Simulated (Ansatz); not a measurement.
**A point defect in Si2W: W interstitial**

A defect calculation: W interstitial in Si2W, supercell of 27 sites.

Program: Ansatz 0.2.0. Level of theory: DFT PBE, scalar-relativistic, plane waves, PAW. These are calculated values, not measurements.

1 further run of the same task is left out (set aside as unsound or not needed).

### 1 The system as given

The structure is tetragonal, space group I4/mmm (No. 139). The conventional cell has a = 3.229 Å, b = 3.229 Å, c = 7.867 Å, α = 90.00°, β = 90.00°, γ = 90.00°. Si (site symmetry 4mm) is surrounded by 5 Si at 2.60 to 2.64 Å and 5 W at 2.63 Å. W (site symmetry 4/mmm) has 10 Si at 2.63 Å as nearest neighbours.

Structure file:

```cif
data_structure
_symmetry_space_group_name_H-M 'I4/mmm'
_symmetry_Int_Tables_number 139
_cell_length_a 3.2290
_cell_length_b 3.2290
_cell_length_c 7.8668
_cell_angle_alpha 90.000
_cell_angle_beta 90.000
_cell_angle_gamma 90.000
_cell_volume 82.02
loop_
_atom_site_label
_atom_site_type_symbol
_atom_site_symmetry_multiplicity
_atom_site_Wyckoff_symbol
_atom_site_fract_x
_atom_site_fract_y
_atom_site_fract_z
_atom_site_occupancy
Si1 Si 4 e 0.00000 0.00000 0.33457 1
W1 W 2 a 0.00000 0.00000 0.00000 1
```

It is the result of an earlier relaxation at this level (volume 13.67 Å³/atom; gap on the mesh: none (metal)).

### 2 Reference: the perfect crystal in the supercell

input.yaml

```yaml
crystal:
  lattice:
    - [0.0, 0.0, 7.8668279295]
    - [-4.8434929826, 4.8434929826, 3.9334139647]
    - [-4.8434929826, -4.8434929826, 3.9334139647]
  atoms:
    - { symbol: Si, position: [0.0012410717, 0.3333333333, 0.3333333333] }
    - { symbol: Si, position: [0.6679077384, 0.0, 0.3333333333] }
    - { symbol: Si, position: [0.3345744051, 0.0, 0.0] }
    - { symbol: Si, position: [0.0012410717, 0.0, 0.6666666667] }
    - { symbol: Si, position: [0.3345744051, 0.6666666667, 0.3333333333] }
    - { symbol: Si, position: [0.0012410717, 0.6666666667, 0.0] }
    - { symbol: Si, position: [0.6679077384, 0.3333333333, 0.0] }
    - { symbol: Si, position: [0.3345744051, 0.3333333333, 0.6666666667] }
    - { symbol: Si, position: [0.6679077384, 0.6666666667, 0.6666666667] }
    - { symbol: Si, position: [0.3320922616, 0.3333333333, 0.3333333333] }
    - { symbol: Si, position: [0.9987589283, 0.0, 0.3333333333] }
    - { symbol: Si, position: [0.6654255949, 0.0, 0.0] }
    - { symbol: Si, position: [0.3320922616, 0.0, 0.6666666667] }
    - { symbol: Si, position: [0.6654255949, 0.6666666667, 0.3333333333] }
    - { symbol: Si, position: [0.3320922616, 0.6666666667, 0.0] }
    - { symbol: Si, position: [0.9987589283, 0.3333333333, 0.0] }
    - { symbol: Si, position: [0.6654255949, 0.3333333333, 0.6666666667] }
    - { symbol: Si, position: [0.9987589283, 0.6666666667, 0.6666666667] }
    - { symbol: W, position: [0.0, 0.3333333333, 0.6666666667] }
    - { symbol: W, position: [0.6666666667, 0.0, 0.6666666667] }
    - { symbol: W, position: [0.3333333333, 0.0, 0.3333333333] }
    - { symbol: W, position: [0.0, 0.0, 1.0] }
    - { symbol: W, position: [0.3333333333, 0.6666666667, 0.6666666667] }
    - { symbol: W, position: [0.0, 0.6666666667, 0.3333333333] }
    - { symbol: W, position: [0.6666666667, 0.3333333333, 0.3333333333] }
    - { symbol: W, position: [0.3333333333, 0.3333333333, 1.0] }
    - { symbol: W, position: [0.6666666667, 0.6666666667, 1.0] }
basis:
  ecutwfc: 420
  xc_grid: 2
kpoints:
  mp_grid: { grid: [4, 4, 4], shift: [0.0, 0.0, 0.0] }
hamiltonian:
  xc: pbe
scf:
  occupations: { method: gaussian, width: 0.1 }
output:
  forces: true
  stress: true
  eigenvalues: true
  write_density: true
  write_potential: true
  elf: true
  volumetric_format: npy
```

Run with:

```
$ ansatz run input.yaml --threads 4 --pin off --max-ram 10240MiB --backend cpu --events-out ev --progress --plain --runs-dir out
```

Further runs follow: relaxing the defect.

What does the calculation give? Wanted: formation energy, neutral; nearest atoms after relaxation, one image of each, neutral.

The runs gave:

| quantity | value |
| --- | --- |
| formation energy, neutral | 9.35 eV |
| nearest atoms after relaxation, one image of each, neutral | 3 Si at 2.35 Å, 1 Si at 2.38 Å, 2 W at 2.52 Å, 1 W at 2.76 Å, 1 Si at 2.79 Å |

The neutral defect costs 9.35 eV against the elements. Spin polarisation was off in the neutral run, so a moment could not show there. With 27 host sites the defect feels its images, so energies are good to tenths of an eV at best. Other minima may exist. The runs treat W without spin-orbit coupling.
